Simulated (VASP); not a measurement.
Set up this calculation in VASP 6.6.1, as the native input.

```
Task                   : single point
Functional             : r2SCAN
Potentials or basis    : VASP PAW PBE potentials, release 64 (Tl_d, Br)
Cutoff                 : 520 eV
k mesh                 : 7 × 7 × 7
Occupations            : fermi-dirac, width 0.1 eV
Spin                   : no spin polarisation
Dipole correction      : no
Further INCAR settings : ALGO = Normal; EDIFF = 1e-07; NBANDS = 17
```

TlBr:

```
Tl Br
1.0
     3.93867    0.00000    0.00000
     0.00000    3.93867    0.00000
     0.00000    0.00000    3.93867
Tl Br
1 1
Direct
  0.00000 0.00000 0.00000
  0.50000 0.50000 0.50000
```

The input as run:

POSCAR

```
TlBr
1.0
    3.9386730000      0.0000000000      0.0000000000
    0.0000000000      3.9386730000      0.0000000000
    0.0000000000      0.0000000000      3.9386730000
Tl Br
1 1
Direct
    0.0000000000      0.0000000000      0.0000000000
    0.5000000000      0.5000000000      0.5000000000
```

INCAR.step1

```
SYSTEM = TlBr
PREC = Accurate ; ENCUT = 520
ISMEAR = -1 ; SIGMA = 0.1
LREAL = .FALSE. ; LASPH = .TRUE.
NELM = 100 ; NBANDS = 17
GGA = PE ; ALGO = Normal
EDIFF = 1E-4 ; LWAVE = .TRUE.
LCHARG = .FALSE.
```

INCAR.step2

```
SYSTEM = TlBr
PREC = Accurate ; ENCUT = 520
EDIFF = 1E-7 ; ISMEAR = -1
SIGMA = 0.1 ; LREAL = .FALSE.
LASPH = .TRUE. ; NELM = 100
ALGO = Normal ; ISIF = 2
LWAVE = .FALSE. ; LCHARG = .FALSE.
METAGGA = R2SCAN ; LMIXTAU = .TRUE.
NBANDS = 17 ; ISTART = 1
```

KPOINTS

```
regular mesh
0
G
  7 7 7
  0 0 0
```

Potentials or basis: VASP PAW PBE potentials, release 64 (Tl_d, Br).

The run is started by

```sh
$ cat potpaw_PBE.64/Tl_d/POTCAR potpaw_PBE.64/Br/POTCAR > POTCAR
$ cp INCAR.step1 INCAR
$ mpirun -np 1 vasp_std > vasp.out
$ cp INCAR.step2 INCAR
$ mpirun -np 1 vasp_std > vasp.out
```

It gave:

```json
{"Pressure": "1.2 GPa", "Band gap on the k mesh": "2.66 eV, direct"}
```

Caveat: the PAW data sets were made with another functional, which shifts forces and pressure a little; spin-orbit coupling is left out, which as a rule narrows the gap of such compounds by several tenths of an eV; an odd mesh through Γ misses points on the zone boundary, where band edges often lie.

Wall time 42 s on 1 thread of Intel(R) Xeon(R) 6975P-C (Granite Rapids), with other jobs on the host, peak memory 0.18 GiB.
